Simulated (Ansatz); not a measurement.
# Ca under changes of volume

One of the cells (43.568 Å³/atom); the others are scaled copies at fixed shape and fractional positions:

```xyz
2
Lattice="1.9713 -3.3955 0.0000 1.9713 3.3955 0.0000 0.0000 0.0000 6.5091" Properties=species:S:1:pos:R:3 pbc="T T T"
Ca    1.9713    2.2790    4.8818
Ca    1.9713   -2.2790    1.6273
```

This isn't the form of Ca at room conditions, which is fcc.

| Item | Value |
| --- | --- |
| Program | Ansatz 0.2.0 |
| Functional | PBE |
| Potentials or basis | Ansatz PAW |
| Cutoff | 420 eV (not typed: the program's choice for these potentials) |
| k mesh | 8 × 8 × 4 |
| Occupations | fermi-dirac, width 0.05 eV |
| Spin | no spin polarisation |

| volume (Å³/atom) | energy over the lowest point (meV/atom) | pressure (GPa) | largest force (eV/Å) |
| --- | --- | --- | --- |
| 40.954 | 2.54 | 0.6 | 0.017 |
| 41.826 | 0.22 | 0.2 | 0.017 |
| 42.697 | 0.00 | -0.1 | 0.017 |
| 43.568 | 1.69 | -0.5 | 0.016 |
| 44.440 | 5.11 | -0.8 | 0.016 |
| 45.311 | 10.12 | -1.0 | 0.015 |
| 46.183 | ? | ? | ? |

**Question.** What does the run at 46.183 Å³/atom give?

**Answer.** Energy over the lowest point 16.57 meV/atom; pressure -1.3 GPa; largest force 0.015 eV/Å.

Worked out: A Birch-Murnaghan fit of order 3 (a polynomial in V^(-2/3)) to the other rows has its minimum at 42.35 Å³/atom with B0 = V·E''(V) = 17.7 GPa and B' = 3.6 at fixed shape and positions, which overstates the stiffness. It gives 16.57 meV/atom at 46.183 Å³/atom, against the run's 16.57, and -dE/dV = -1.3 GPa, against -1.3.

Energies are extrapolated to zero smearing.
